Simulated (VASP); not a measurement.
Wanted: the native input for a VASP 6.6.1 run.

| Item | Value |
| --- | --- |
| Task | density of states |
| Functional | PBE |
| Potentials or basis | VASP PAW PBE potentials, release 64 (Ti_sv, N) |
| Cutoff | 520 eV |
| k mesh | 16 × 16 × 16 |
| Occupations | methfessel-paxton, width 0.1 eV |
| Spin | no spin polarisation |
| k mesh for the DOS | 24 × 24 × 24 |
| Occupations for the DOS | tetrahedron |
| Further INCAR settings | ALGO = Normal; EDIFF = 1e-06 |

The system is TiN (Osbornite).

```xyz
2
Lattice="0.0000 2.1029 2.1029 2.1029 0.0000 2.1029 2.1029 2.1029 0.0000" Properties=species:S:1:pos:R:3 pbc="T T T"
Ti    0.0000    0.0000    0.0000
N     2.1029    2.1029    2.1029
```

These files were run (other wordings do the same):

POSCAR

```
TiN                                     
1.0
    0.0000000000      2.1029354761      2.1029354761
    2.1029354761      0.0000000000      2.1029354761
    2.1029354761      2.1029354761      0.0000000000
  Ti              N             
     1     1
Direct
     0.0000000000000000    0.0000000000000000    0.0000000000000000
     0.5000000000000000    0.5000000000000000    0.5000000000000000
```

INCAR.step1

```
  PREC = Accurate
  ENCUT = 520
  EDIFF = 1E-6
  ISMEAR = 1
  SIGMA = 0.1
  LREAL = False
  LASPH = True
  NELM = 80
  ALGO = Normal
  ISIF = 2
  LWAVE = False
  LCHARG = True
  LMAXMIX = 4
  GGA = PE
```

KPOINTS.step1

```
regular mesh
0
Gamma
  16 16 16
```

INCAR.step2

```
  PREC = Accurate
  ENCUT = 520
  EDIFF = 1E-6
  ISMEAR = -5
  SIGMA = 0.1
  LREAL = False
  LASPH = True
  NELM = 80
  ALGO = Normal
  ISIF = 2
  LWAVE = False
  LCHARG = False
  LMAXMIX = 4
  GGA = PE
  LORBIT = 11
  NEDOS = 1001
  ICHARG = 11
```

KPOINTS.step2

```
regular mesh
0
Gamma
  24 24 24
```

Potentials or basis: VASP PAW PBE potentials, release 64 (Ti_sv, N).

Command:

```bash
$ cat potpaw_PBE.64/Ti_sv/POTCAR potpaw_PBE.64/N/POTCAR > POTCAR
$ cp INCAR.step1 INCAR
$ cp KPOINTS.step1 KPOINTS
$ mpirun -np 1 vasp_std > vasp.out
$ cp INCAR.step2 INCAR
$ cp KPOINTS.step2 KPOINTS
$ mpirun -np 1 vasp_std > vasp.out
```

Results of the run:

```
Valence electrons inside the program's atomic spheres : Ti 10.43; N 3.77
```

It took 81 s on 1 thread of Intel(R) Xeon(R) Platinum 8375C CPU @ 2.90GHz (Ice Lake), with other jobs on the host, peak memory 0.22 GiB.
